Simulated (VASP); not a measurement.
MnO:

```xyz
2
Lattice="2.9695 0.0000 0.0000 -1.4847 2.5717 0.0000 0.0000 0.0000 2.8981" Properties=species:S:1:pos:R:3 pbc="T T T"
Mn    0.0000    0.0000    0.0000
O     1.4847    0.8572    1.4490
```

Measurements of this composition are mostly on another form, of space group No. 225.

Base run:

- Program: VASP 6.6.1
- Functional: PBE
- Potentials or basis: VASP PAW PBE potentials, release 64 (Mn_pv, O)
- Cutoff: 520 eV
- k mesh: 7 × 7 × 7
- Occupations: gaussian, width 0.05 eV
- Spin: collinear spin, ferromagnetic start
- Starting moments: [4.0, 0.0] μB
- Fixed moment: 0 μB
- Hubbard terms: Mn d U = 2 eV

Its results: pressure -24.3 GPa; net moment 0.00 μB per cell; site moments Mn +0.06; O -0.10 μB.

Problem. The run is repeated on the same cell with these changes: fixed moment from 0 μB to none; hubbard terms from Mn d U = 2 eV to Mn d U = 6 eV. What comes out?

Solution. Pressure 7.9 GPa; net moment 5.00 μB per cell; site moments Mn +4.67; O +0.11 μB.

Caveats: the moment is held away from its start (some runs); the total moment is fixed, so each spin has its own Fermi level (some runs); a cell with one magnetic atom can't hold antiferromagnetic order, which such compounds often take (some runs).
